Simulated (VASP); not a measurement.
The system is As.

```
As
1.0
    -2.70368    0.00000   -2.70368
     0.00000   -2.70368   -2.70368
    -2.70368   -2.70368    0.00000
As
2
Cartesian
  -1.4417 -1.3087 -1.3613
  -3.9656 -4.0987 -4.0461
```

This isn't the form of As at room conditions, which is rhombohedral.

The cell isn't the ideal one: all atoms moved at random.

Base run:

| Item | Value |
| --- | --- |
| Program | VASP 6.6.1 |
| Functional | HSE(alpha, omega) |
| Potentials or basis | VASP PAW PBE potentials, release 64 (As) |
| Cutoff | 520 eV |
| k mesh | 5 × 5 × 5 |
| Occupations | fermi-dirac, width 0.05 eV |
| Spin | no spin polarisation |

Its results: band gap on the k mesh 0.18 eV, indirect (least direct gap 0.38 eV); pressure 1.1 GPa; largest force 0.928 eV/Å.

Q: After a change of settings the same cell gave: band gap on the k mesh 0.18 eV, indirect (least direct gap 0.37 eV); pressure 1.5 GPa; largest force 0.876 eV/Å. Which change was it?
A. screening parameter from 0.3 to 0.6
B. screening parameter from 0.3 to 0.4
C. screening parameter from 0.3 to 0.2
D. screening parameter from 0.3 to 0.15

A: B.

Caveats: the PAW data sets were made with another functional, which shifts forces and pressure a little; an odd mesh through Γ misses points on the zone boundary, where band edges often lie.
